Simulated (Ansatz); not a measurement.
Take InN in the wurtzite structure (space group P6_3mc, No. 186; a = 3.581 Å, c = 5.788 Å) as the base.

Calculations: Ansatz (a quantum-chemistry and plane-wave program), PBE, PAW, cutoff 420 eV, no spin-orbit coupling, earlier PAW set.

One change was made to it. Results:

| quantity | base | after |
|---|---|---|
| c/a ratio | 1.616 | 1.608 |
| volume per atom | 16.07 Å³ | 14.04 Å³ |
| band gap | zero | 0.10 eV |

Q: Name the change that was made.
A. pressure 9 GPa
B. pressure 22.5 GPa
C. pressure 2.1 GPa
D. pressure 4.5 GPa

A: B, pressure 22.5 GPa. For comparison, the band gap in the other runs: pressure 9 GPa gives zero; pressure 4.5 GPa gives zero; pressure 2.1 GPa gives zero.

The mesh was chosen for an insulator and is coarse for the gapless case. Load acts through the strain it causes; cell and atoms are relaxed under it. Whether these cells are dynamically stable was not tested. Tetrahedral semiconductors of this kind turn to denser phases somewhere between about 1 and 50 GPa; those were not computed, so compressed cells here can lie past the real transition. The final runs are not spin-polarised. A zero or small gap of InN can be the functional's error rather than a property of the material.
